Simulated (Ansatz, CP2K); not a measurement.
This is a calculation of B for Ansatz 0.2.0. Atoms were shifted at random by some hundredths of an Å from the given cell, which wasn't relaxed again for these runs. This isn't the form of B at room conditions, which is rhombohedral.

Contents of input.yaml:

```yaml
crystal:
  lattice:
    - [1.62456, 0.0, 0.0]
    - [0.0, 2.86615, 0.0]
    - [0.0, 0.0, 3.9144]
  atoms:
    - { symbol: B, position: [-2.0e-05, 0.512092, 0.615896] }
    - { symbol: B, position: [0.514032, 0.005465, 0.397527] }
hamiltonian:
  xc: pbe
  pseudopotentials: { kind: paw, azcp: { folder: soft_1 } }
kpoints:
  mp_grid: { grid: [16, 9, 7] }
scf:
  occupations: { method: fermi_dirac, width: 0.05 }
output:
  forces: true
  stress: true
  eigenvalues: true
```

Potentials or basis: Ansatz PAW soft_1.

Run with:

```sh
$ ansatz run input.yaml --threads 1 --pin off --max-ram 3584MiB --backend cpu --events-out ev --progress --plain --runs-dir out
```

What does the same run look like in CP2K 2026.2? Potentials or basis there: POTENTIAL_UZH B GTH-PBE-q3; TZVP-MOLOPT-PBE-GTH basis.

As run (cutoffs and basis follow the program's own potentials, and thresholds, step limits or extra output files can differ):

Contents of b_scf.inp:

```
&GLOBAL
  PROJECT b_scf
  RUN_TYPE ENERGY_FORCE
  PRINT_LEVEL LOW
&END GLOBAL
&FORCE_EVAL
  METHOD QS
  STRESS_TENSOR ANALYTICAL
  &DFT
    BASIS_SET_FILE_NAME BASIS_MOLOPT_UZH
    POTENTIAL_FILE_NAME POTENTIAL_UZH
    &MGRID
      CUTOFF 450
      REL_CUTOFF 60
      NGRIDS 5
    &END MGRID
    &QS
      METHOD GPW
      EPS_DEFAULT 1.0E-10
    &END QS
    &KPOINTS
      SCHEME MONKHORST-PACK 16 9 7
      GAMMA_CENTERED T
      SYMMETRY T
      SYMMETRY_BACKEND SPGLIB
    &END KPOINTS
    &SCF
      SCF_GUESS ATOMIC
      EPS_SCF 1.0E-6
      MAX_SCF 100
      ADDED_MOS 10
      CHOLESKY OFF
      EPS_EIGVAL 1.0E-7
      &DIAGONALIZATION ON
        ALGORITHM STANDARD
      &END DIAGONALIZATION
      &MIXING ON
        METHOD BROYDEN_MIXING
        ALPHA 0.4
        BETA 1.5
        NBUFFER 8
      &END MIXING
      &SMEAR ON
        METHOD FERMI_DIRAC
        ELECTRONIC_TEMPERATURE 580.23
      &END SMEAR
    &END SCF
    &XC
      &XC_FUNCTIONAL PBE
      &END XC_FUNCTIONAL
    &END XC
    &PRINT
      &KPOINTS ON
      &END KPOINTS
      &MULLIKEN ON
      &END MULLIKEN
      &MO ON
        ENERGIES T
        OCCUPATION_NUMBERS T
        &EACH
          QS_SCF 0
        &END EACH
        ADD_LAST NUMERIC
      &END MO
      &LOWDIN ON
      &END LOWDIN
      &HIRSHFELD ON
        SHAPE_FUNCTION DENSITY
      &END HIRSHFELD
    &END PRINT
  &END DFT
  &SUBSYS
    &CELL
      ABC 1.6245600000 2.8661500000 3.9144000000
      ALPHA_BETA_GAMMA 90.0000000000 90.0000000000 90.0000000000
      PERIODIC XYZ
    &END CELL
    &COORD
      B   -0.0000324912 1.4677324858 2.4108633024
      B   0.8350758259 0.0156635098 1.5560796888
    &END COORD
    &KIND B
      BASIS_SET TZVP-MOLOPT-PBE-GTH-q3
      POTENTIAL GTH-PBE-q3
    &END KIND
    &PRINT
      &ATOMIC_COORDINATES ON
      &END ATOMIC_COORDINATES
      &CELL ON
      &END CELL
    &END PRINT
  &END SUBSYS
  &PRINT
    &FORCES ON
    &END FORCES
    &STRESS_TENSOR ON
    &END STRESS_TENSOR
  &END PRINT
&END FORCE_EVAL
```

Potentials or basis: POTENTIAL_UZH B GTH-PBE-q3; TZVP-MOLOPT-PBE-GTH basis.

Launch:

```sh
$ OMP_NUM_THREADS=1 cp2k.psmp -i b_scf.inp -o b_scf.out
```

Both were run:

|  | Ansatz | CP2K |
| --- | --- | --- |
| Pressure | 0.2 GPa | -0.6 GPa |
| Largest force | 0.277 eV/Å | 0.273 eV/Å |
| Energy over the undisturbed cell | 2.0 meV/atom | 2.0 meV/atom |

Ansatz's pressure holds a Pulay term of +0.17 GPa for its cutoff of 420 eV, which the other run lacks.

Where Ansatz's input types no cutoff or centring, it takes its own default and a Γ-centred mesh.

Pressure is positive in compression.
